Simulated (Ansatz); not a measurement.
Here is an Ansatz input file for KNbO3, space group P4mm. Write the same calculation for the Python package.

```yaml
crystal:
  lattice:
    - [3.996, 0.0, 0.0]
    - [0.0, 3.996, 0.0]
    - [0.0, 0.0, 4.063]
  atoms:
    - { symbol: K, position: [0.0, 0.0, 0.018] }
    - { symbol: Nb, position: [0.5, 0.5, 0.5] }
    - { symbol: O, position: [0.5, 0.5, 0.044] }
    - { symbol: O, position: [0.5, 0.0, 0.54] }
    - { symbol: O, position: [0.0, 0.5, 0.54] }
basis:
  ecutwfc: 450.0
kpoints:
  mp_grid:
    grid: [4, 4, 4]
hamiltonian:
  xc: pbe
scf:
  occupations:
    method: fixed
phonons:
  method: dfpt
```

Script `knbo3.py`:
```python
"""Zone-centre and zone-boundary phonons of KNbO3 by linear response."""

from pathlib import Path

import ansatz as az
import numpy as np

vectors = np.array([
    [3.996, 0.0, 0.0],
    [0.0, 3.996, 0.0],
    [0.0, 0.0, 4.063],
])
system = (
    az.Lattice.of(vectors)
    .atom("K", [0.0, 0.0, 0.018])
    .atom("Nb", [0.5, 0.5, 0.5])
    .atom("O", [0.5, 0.5, 0.044])
    .atom("O", [0.5, 0.0, 0.54])
    .atom("O", [0.0, 0.5, 0.54])
)

base = system.calculation().basis(450).functional("PBE").occupations("Fixed").kpoints(4, 4, 4).phonons("dfpt")
res = base.run(threads=1, runs_dir="runs")
ph = res.phonons

print("Gamma modes (1/cm):", " ".join(f"{w:.1f}" for w in ph.gamma_omega_inv_cm))
print("in meV:", " ".join(f"{w * 0.1239842:.2f}" for w in ph.gamma_omega_inv_cm))
```

Output of `python knbo3.py`:
```text
Gamma modes (1/cm): -188.2 -188.2 0.0 0.0 0.0 181.1 183.9 183.9 249.7 249.7 276.5 315.4 479.9 479.9 605.3
in meV: -23.34 -23.34 0.00 0.00 0.00 22.46 22.80 22.80 30.96 30.96 34.29 39.10 59.51 59.51 75.05
```

What to keep in mind:
- No spin polarisation was allowed.
- The cell isn't relaxed first, so the values belong to this volume.
- A negative frequency stands for an imaginary mode.
- No non-analytic term is added, so at the zone centre the longitudinal optical modes of a polar crystal aren't split off.
- The starting cell is as deposited in a crystallographic database; the results hold for this polymorph, which needn't be the stable one.
- The structure is taken as given; imaginary modes can come from an unrelaxed or unstable start.
- Timing: 38 s on 1 thread of Intel(R) Xeon(R) Processor @ 2.30GHz, on a shared host, peak memory 0.69 GiB.

(Lines on the test bed's own set-up are left out of the output.)
